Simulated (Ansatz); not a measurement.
# SiGe3 (ordered alloy on diamond lattice): testing the settings of Wannier runs

Which of these Wannier inputs for SiGe3 (ordered alloy on diamond lattice) end well? Each is run as it stands.

Computed with Ansatz 0.2.0 (plane waves, PAW; the settings change from run to run, as each input shows, unless a step's input says otherwise).

2 further runs of the same task are left out: 2 that didn't finish.

## (1) The system as given

The structure is trigonal, space group R3m (No. 160). The conventional cell has a = 3.968 Å, b = 3.968 Å, c = 19.402 Å, α = 90.00°, β = 90.00°, γ = 120.00°. Si (site symmetry 3m) is surrounded by 4 Ge at 2.40 to 2.42 Å. Ge (site symmetry 3m) has 4 Ge at 2.44 to 2.46 Å as nearest neighbours. Ge (site symmetry 3m) has 3 Si at 2.42 Å and 1 Ge at 2.46 Å as nearest neighbours. Ge (site symmetry 3m) has 1 Si at 2.40 Å and 3 Ge at 2.44 Å as nearest neighbours.

As a file:

```
CELL_PARAMETERS angstrom
1.98389 1.14540 6.46719
-1.98389 1.14540 6.46719
0.00000 -2.29080 6.46719
ATOMIC_POSITIONS crystal
Si 0.00009 0.00009 0.00009
Ge 0.50005 0.50005 0.50005
Ge 0.37341 0.37341 0.37341
Ge 0.87646 0.87646 0.87646
```

The cell was relaxed beforehand with r2SCAN; those runs aren't shown.

## (2) Try 1

input.yaml reads:

```yaml
crystal:
  lattice:
    - [1.9838896617, 1.1453992303, 6.4671925848]
    - [-1.9838896617, 1.1453992303, 6.4671925848]
    - [0.0, -2.2907984605, 6.4671925848]
  atoms:
    - { symbol: Si, position: [1.0000856422, 8.56422e-05, 8.56422e-05] }
    - { symbol: Ge, position: [0.5000462097, 0.5000462097, 0.5000462097] }
    - { symbol: Ge, position: [0.3734068851, 0.3734068851, 0.3734068851] }
    - { symbol: Ge, position: [0.8764612631, 0.8764612631, 0.8764612631] }
kpoints:
  mp_grid: { grid: [6, 6, 6] }
  band_path:
    path:
      - [[0.0, 0.0, 0.0], [-0.5, -0.5, -0.5], [-0.5, -0.187578443089, -0.812421556911]]
      - [[-0.187578443089, 0.187578443089, -0.5], [-3.664981673949e-16, -3.311586709342e-16, -0.5], [0.0, 0.0, 0.0], [-4.102568730921e-16, 0.3437892215445, -0.3437892215445]]
      - [[-0.3437892215445, -3.608604902515e-16, -0.6562107784555], [-0.5, -1.712850191843e-16, -0.5], [0.0, 0.0, 0.0]]
    npoints: 10
hamiltonian:
  xc: pbe
scf:
  occupations: { method: fixed }
  n_extra_bands: 16
output:
  forces: false
  stress: false
  eigenvalues: true
  wannier:
    kmesh: [6, 6, 6]
    projections:
      - { species: Ge, l: s, shell: 4 }
      - { species: Ge, l: p, shell: 4 }
      - { species: Si, l: s, shell: 3 }
      - { species: Si, l: p, shell: 3 }
    minimise: true
    write_hr: true
    conv_tol: 1.0e-08
    max_iter: 1000
    disentanglement: { window: [-17.97, 24.41], frozen_window: [0.03, 9.91] }
    stability_check: false
```

Run with:

```console
$ ansatz run input.yaml --threads 4 --pin off --max-ram 3686MiB --backend cpu --events-out ev --progress --plain --runs-dir out
```

Standard output, cut to the lines that bear on the results:

```text
Warning: RAYON_NUM_THREADS=4 ignored (pool sized by the plan → 4); use --threads N
[...]
scf.n_extra_bands = 16 over 23 filled bands (N_el = 46.0): the run solves 39 bands
[...]
Pseudopotentials: kind: paw
Pseudopotential: Si, paw, valence charge 4, recommended cutoff 420 eV (normal), Si.paw.azcp
Pseudopotential: Ge, paw, valence charge 14, recommended cutoff 420 eV (normal), Ge.paw.azcp
Functional definition: PBE
[...]
Crystal: 4 atoms, lattice volume = 88.174 Å³
Basis set: ecut = 420 eV, 1731 PW (Γ), FFT grids on a1−a3, a2−a3, a3
Bands: 39, of which v1, the nominal top of the filled ones, is band 23 counted from 1 (22 counted from 0)
Symmetry: 6 space group operations
Space group: R3m (ITA 160), of the structure as read, at distance tolerance 4.5e-5 Å
k-points: 32 of 216 (time reversal used)
[...]
SCF iter   1: F=—  HF=-13520.629003 eV  |F-HF|=—  |Δ(HF+E_count)|=         —  Δρ=1.17e-3  dr2=1.11e-3  ethr=1.77e-3  ⟨swp⟩=4.5  Hψ=4344  notcnv=0  defer=447
[...]
SCF iter   7: F=-13520.628119 eV  HF=-13520.628119 eV  |F-HF|=3.61e-8  |Δ(HF+E_count)|=   8.29e-8  Δρ=4.64e-6  dr2=1.51e-8  ethr=2.17e-10  ⟨swp⟩=10.9  Hψ=6928  notcnv=0
[...]
NSCF: frozen V_eff on 73 k-points
NSCF: frozen V_eff on 34 k-points
the Wannier pass solved 34 of the 216 points of its mesh, and has the states at the others by symmetry: states obtained by the crystal's operations at points that were solved too leave a residual of 2.14e-13 eV (read by the count's bands and the next), within 5.56e-6 eV
NSCF: frozen V_eff on 34 k-points
the Wannier pass solved 34 of the 216 points of its mesh, and has the states at the others by symmetry: states obtained by the crystal's operations at points that were solved too leave a residual of 3.17e-13 eV (read by the count's bands and the next), within 5.56e-6 eV
SCF converged after 7 iterations
Free energy (F): -13520.628119 eV
[...]
E sigma→0 (E₀):  -13520.628119 eV
Fermi energy:    8.028006 eV
[...]
--- Band table (eV; the first three rows and the last of 32) ---
[...]
Wannier search: line search 1 of at most 1000: gauge-dependent spread (as the search counts it) 12.8445316 Å², largest recent change 1.9e0 Å² against conv_tol 1.0e-8 Å², 0 stops escaped
Wannier search: line search 100 of at most 1000: gauge-dependent spread (as the search counts it) 5.3562594 Å², largest recent change 6.4e-5 Å² against conv_tol 1.0e-8 Å², 0 stops escaped
Wannier search: line search 200 of at most 1000: gauge-dependent spread (as the search counts it) 5.3556378 Å², largest recent change 4.0e-8 Å² against conv_tol 1.0e-8 Å², 0 stops escaped
```

It took 39 s on 4 threads of Arm Neoverse N1, shared host; peak memory 0.67 GiB.

The windows are typed on the program's own energy scale, on which the last band filled by count tops at 8.03 eV.

The head of wannier.spreads.toml:

```toml
omega_i_ang2 = 23.654019123376997
omega_d_ang2 = 0.0723691572455328
omega_od_ang2 = 5.283268401434183
omega_total_ang2 = 29.009656682056715
least_projectability = 0.7357777356766977
b_vectors_match_mmn = true
n_iter = 217
converged = true
dis_converged = true
dis_n_iter = 581
dis_n_moved = 0
```

The functions (centres in Å, on-site energies from the top of the filled bands):

| n | x | y | z | spread (Å²) | on-site (eV) | nearest atoms | distance (Å) |
| --- | --- | --- | --- | --- | --- | --- | --- |
| 1 | 0.000 | 0.514 | 9.319 | 1.699 | -1.586 | Ge2 | 0.64 |
| 2 | 0.000 | -0.547 | 7.567 | 1.701 | -1.753 | Ge3 | 0.63 |
| 3 | 0.000 | -0.487 | 17.429 | 1.703 | -1.709 | Ge4 | 0.65 |
| 4 | 0.000 | 0.025 | 10.448 | 1.565 | -1.017 | Ge2 | 0.75 |
| 5 | 0.000 | 0.172 | 9.560 | 2.379 | 1.834 | Ge2 | 0.22 |
| 6 | 0.000 | -0.710 | 9.405 | 1.601 | -0.853 | Ge2 | 0.77 |
| 7 | 0.000 | -0.024 | 6.479 | 1.646 | -1.084 | Ge3 | 0.77 |
| 8 | 0.000 | -0.123 | 7.318 | 2.388 | 1.409 | Ge3 | 0.14 |
| 9 | 0.000 | 0.693 | 7.495 | 1.623 | -1.267 | Ge3 | 0.74 |
| 10 | 0.000 | -0.035 | 16.290 | 1.575 | -1.205 | Ge4 | 0.72 |
| 11 | 0.000 | -0.178 | 17.148 | 2.416 | 1.833 | Ge4 | 0.23 |
| 12 | 0.000 | 0.700 | 17.314 | 1.634 | -0.856 | Ge4 | 0.77 |
| 13 | 1.984 | 1.653 | 6.130 | 1.705 | -1.117 | Si1 | 0.61 |
| 14 | 1.984 | 1.163 | 7.291 | 1.518 | -0.225 | Si1 | 0.82 |
| 15 | 1.984 | 1.397 | 6.329 | 2.321 | 1.892 | Si1 | 0.29 |
| 16 | 1.984 | 0.370 | 6.209 | 1.535 | -0.234 | Si1 | 0.82 |

Along the path each interpolated band stays within 0.17, 0.08, 0.01, 0.04, 0.03, 0.05, 0.03, 0.03, 0.39, 0.39, 0.71, 0.82 and so on, 1.61 at most for the rest, eV of the nearest computed level, from the lowest band up; bands outside the frozen window needn't match, and between the mesh's points a coarse mesh lets the others stray too.

Misses of an eV or more mean that the model does not follow those bands.

[end of part 1 of 2]
